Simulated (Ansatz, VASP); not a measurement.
# Two plane-wave programs on MgO

```
Mg O
1.0
     0.00000    2.04555    2.04555
     2.04555    0.00000    2.04555
     2.04555    2.04555    0.00000
Mg O
1 1
Direct
  0.00000 0.00000 0.00000
  0.25000 0.25000 0.25000
```

Change from the starting cell: volume scaled by 0.72, PAW files.

Alike in both runs: task single point; functional r2SCAN; k mesh 16 × 16 × 16; occupations fermi-dirac, width 0.1 eV; no spin polarisation.

```csv
,VASP,Ansatz
version,VASP 6.6.1,Ansatz 0.2.0
potentials or method,"VASP PAW PBE potentials, release 64 (Mg, O)","PAW with Ansatz's default frozen-core files, scalar-relativistic"
plane-wave cutoff (eV),520,500
valence electrons in the cell,8,16
```

Ansatz gave:

- gap on the k mesh at the Fermi level (eV): 6.62
- pressure (GPa): 79.6

What did VASP give for the same quantities?

gap on the k mesh at the Fermi level (eV): 6.60; pressure (GPa): 81.5.

The two sets of potentials don't hold the same shells in valence.

Caveats: the cell as given lies far from equilibrium; so large a pressure means that the cell lies far from this level's equilibrium, or that cutoff or potentials fall short (VASP); the potentials were made for another functional, which shifts forces and pressure (VASP). A k mesh can miss the band edges.
